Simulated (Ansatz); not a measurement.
# Ge (buck sheet): the cost of one run

Computed with Ansatz 0.2.0 (DFT PBE, scalar-relativistic, plane waves, PAW, unless a step's input says otherwise).

2 further runs of the same task are left out: 2 set aside as unsound or not needed. Runs told in other sessions of the task aren't counted.

## Step 1: The system as given

It takes space group P-3m1 (No. 164, trigonal). The conventional cell has a = 4.044 Å, b = 4.044 Å, c = 24.793 Å, α = 90.00°, β = 90.00°, γ = 120.00°. Ge (site symmetry 3m) is surrounded by 3 Ge at 2.43 Å.

Coordinates:

```cif
data_structure
_symmetry_space_group_name_H-M 'P-3m1'
_symmetry_Int_Tables_number 164
_cell_length_a 4.0438
_cell_length_b 4.0438
_cell_length_c 24.7926
_cell_angle_alpha 90.000
_cell_angle_beta 90.000
_cell_angle_gamma 120.000
_cell_volume 351.11
loop_
_atom_site_label
_atom_site_type_symbol
_atom_site_symmetry_multiplicity
_atom_site_Wyckoff_symbol
_atom_site_fract_x
_atom_site_fract_y
_atom_site_fract_z
_atom_site_occupancy
Ge1 Ge 2 d 0.33333 0.66667 0.98633 1
```

This sheet was relaxed beforehand with the same method; its gap on the mesh is none (metal).

## Step 2: Next: the armchair ribbon, N = 6

The ribbon is cut from the relaxed sheet, periodic along c; N counts formula units a period. The edge energy is the mean of both edges over the sheet, -4294.5052 eV an atom.

The cell holds 12 Ge: a = 19.100 Å, b = 10.000 Å, c = 7.004 Å, α = 90.00°, β = 90.00°, γ = 90.00°.

## Step 3: Relaxing it

Pressure and volume refer to the whole cell with its vacuum; only the period along c may change.

The input, input.yaml:

```yaml
crystal:
  lattice:
    - [19.1, 0.0, 0.0]
    - [0.0, 10.0, 0.0]
    - [0.0, 0.0, 7.0041111797]
  atoms:
    - { symbol: Ge, position: [0.7646482641, 0.4661011531, 0.3333333333] }
    - { symbol: Ge, position: [0.5529296528, 0.4661011531, 0.3333333333] }
    - { symbol: Ge, position: [0.6587889584, 0.4661011531, 0.8333333333] }
    - { symbol: Ge, position: [0.3412110416, 0.4661011531, 0.3333333333] }
    - { symbol: Ge, position: [0.4470703472, 0.4661011531, 0.8333333333] }
    - { symbol: Ge, position: [0.2353517359, 0.4661011531, 0.8333333333] }
    - { symbol: Ge, position: [0.6587889584, 0.5338988469, 0.1666666667] }
    - { symbol: Ge, position: [0.7646482641, 0.5338988469, 0.6666666667] }
    - { symbol: Ge, position: [0.4470703472, 0.5338988469, 0.1666666667] }
    - { symbol: Ge, position: [0.5529296528, 0.5338988469, 0.6666666667] }
    - { symbol: Ge, position: [0.2353517359, 0.5338988469, 0.1666666667] }
    - { symbol: Ge, position: [0.3412110416, 0.5338988469, 0.6666666667] }
basis:
  ecutwfc: 420
kpoints:
  mp_grid: { grid: [1, 1, 8] }
hamiltonian:
  xc: pbe
scf:
  occupations: { method: gaussian, width: 0.05 }
output:
  forces: true
  stress: true
  eigenvalues: true
  populations: true
  write_density: true
  write_potential: true
  elf: true
  volumetric_format: npy
relax:
  adjacent_minimum: "off"
  f_tol: 0.02
  max_steps: 45
  cell: { fix: [a, b, alpha, beta, gamma], stress_tol: 0.03 }
```

On the command line:

```bash
ansatz run input.yaml --threads 4 --pin off --max-ram 11264MiB --backend cpu --events-out ev --progress --plain --runs-dir out
```

Q: Estimate wall time and peak memory on 4 threads of Intel Xeon Platinum 8259CL at 2.50GHz (Skylake/Cascade Lake), shared host.

About 3.5 min, with a peak of 3.2 GiB.
